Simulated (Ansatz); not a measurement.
Crystal: Au.

```xyz
1
Lattice="-1.6573 1.6573 1.6573 1.6573 -1.6573 1.6573 1.6573 1.6573 -1.6573" Properties=species:S:1:pos:R:3 pbc="T T T"
Au    0.0000    0.0000    0.0000
```

This isn't the form of Au at room conditions, which is fcc.

- Program: Ansatz 0.2.0
- Task: relaxation of cell and atoms
- Functional: PBE0
- Potentials or basis: Ansatz PAW
- Cutoff: 420 eV (not typed: the program's choice for these potentials)
- k mesh: 6 × 6 × 6
- Occupations: fermi-dirac, width 0.05 eV
- Spin: no spin polarisation

At the start: volume 18.21 Å³/atom.

Task: Where does the relaxation end?

Result: It ends after 4 steps and the volume is 17.65 Å³/atom (-3.1 %); space group Im-3m (No. 229, to 0.05 Å).

The path:
| step | energy change (eV) | largest force (eV/Å) | volume (Å³) |
| --- | --- | --- | --- |
| 1 | 0.0000 | 0.0000 | 18.21 |
| 2 | -0.0079 | 0.0000 | 17.72 |
| 3 | -0.0080 | 0.0000 | 17.65 |
| 4 | -0.0075 | 0.0000 | 17.65 |

Final structure:
```
CELL_PARAMETERS angstrom
-1.64022 1.64022 1.64022
1.64022 -1.64022 1.64022
1.64022 1.64022 -1.64022
ATOMIC_POSITIONS crystal
Au 0.00000 0.00000 0.00000
```

Caveat: the k mesh is coarse (spacing up to 0.45 Å⁻¹), so the values aren't converged, least of all with exact exchange; the plane-wave basis is chosen anew once the cell has moved, so the energies of steps on either side of that aren't comparable; the PAW data sets come from PBE, with cores solved anew for the run's functional, which leaves a small shift of forces and pressure.
